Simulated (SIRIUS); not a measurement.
**HgTe (Coloradoite): equation of state with PBEsol**

**What was measured.**

From a printed reference work, monograph, for a bulk crystal of HgTe: bulk modulus 43 GPa.

HgTe (Coloradoite):

```
Hg Te
1.0
     0.00000    3.21450    3.21450
     3.21450    0.00000    3.21450
     3.21450    3.21450    0.00000
Hg Te
1 1
Cartesian
  0.0000 0.0000 0.0000
  4.8217 4.8217 4.8217
```

- Program: SIRIUS 7.12.0
- Task: equation of state
- Functional: PBEsol
- Potentials or basis: PseudoDojo 0.4.1 PBEsol standard (scalar relativistic)
- Cutoff: 1102 eV
- Density cutoff: 4408 eV
- k mesh: 7 × 7 × 7
- Occupations: fermi-dirac, width 0.05 eV
- Spin: no spin polarisation
- Libxc names: ["XC_GGA_X_PBE_SOL", "XC_GGA_C_PBE_SOL"]
- Radial cutoff for the potentials' integrals: 6.5 bohr

```yaml
Equilibrium_volume: 34.55 Å³/atom
Bulk_modulus: 42 GPa
Pressure_derivative_of_the_bulk_modulus: 5.2
```

Energy against volume, from the lowest point:
```csv
volume (Å³/atom),energy (meV/atom)
31.223,51.93
31.887,31.86
32.551,17.20
33.215,7.36
33.880,1.78
34.544,0.00
35.208,1.59
```

All runs of the series together: 10 min on 1 thread of Intel(R) Xeon(R) Platinum 8375C CPU @ 2.90GHz (Ice Lake) (shared host).

Against the measured bulk modulus of HgTe, 43 GPa (a printed reference work, monograph), the calculated 42 GPa is off by -1.9 %. The fit is for a static lattice scaled at fixed shape and fixed fractional positions.

The run has no spin-orbit coupling, so splittings on Hg, Te are missing.
